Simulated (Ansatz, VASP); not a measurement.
**Two plane-wave programs on V**

Contents of INCAR:

```
PREC = Accurate
ENCUT = 520
EDIFF = 1E-6
ISMEAR = -1
SIGMA = 0.1
LREAL = False
LASPH = True
NELM = 100
ALGO = Normal
ISIF = 2
LWAVE = False
LCHARG = True
GGA = RE
LELF = True
LVHAR = True
NBANDS = 12
```

File KPOINTS:

```
Automatic mesh
0
Gamma
  16 16 16
```

File POSCAR:

```
V
1.0
    0.0000000000      1.8944118419      1.8944118419
    1.8944118419      0.0000000000      1.8944118419
    1.8944118419      1.8944118419      0.0000000000
V
1
Direct
    0.0000000000      0.0000000000      0.0000000000
```

Input for Ansatz:

```yaml
crystal:
  lattice:
    - [0.0, 1.8944118419, 1.8944118419]
    - [1.8944118419, 0.0, 1.8944118419]
    - [1.8944118419, 1.8944118419, 0.0]
  atoms:
    - { symbol: V, position: [0.0, 0.0, 0.0] }
hamiltonian:
  xc: revpbe
  pseudopotentials:
    kind: paw
    azcp:
      V: "pseudopotentials/V.paw.azcp"
basis:
  ecutwfc: 420
  fft_grid_basis: typed
kpoints:
  mp_grid: { grid: [16, 16, 16], shift: [0, 0, 0] }
magnetization:
  spin_polarized: false
scf:
  occupations: { method: fermi_dirac, width: 0.1 }
  lower_state_search: "off"
output:
  stress: true
```

Alike in both runs: task single point; functional revPBE; k mesh 16 × 16 × 16; occupations fermi-dirac, width 0.1 eV; no spin polarisation.

```csv
,VASP,Ansatz
version,VASP 6.6.1,Ansatz 0.2.0
potentials or method,"VASP PAW PBE potentials, release 64 (V_sv)","plane waves (420 eV) with PAW, scalar-relativistic"
plane-wave cutoff (eV),520,420
valence electrons in the cell,13,13
```

```tsv
	VASP	Ansatz	Ansatz less VASP
pressure (GPa)	7.6	7.4	-0.22
```

Caveats: the PAW data sets were made with another functional, which shifts forces and pressure a little (VASP).
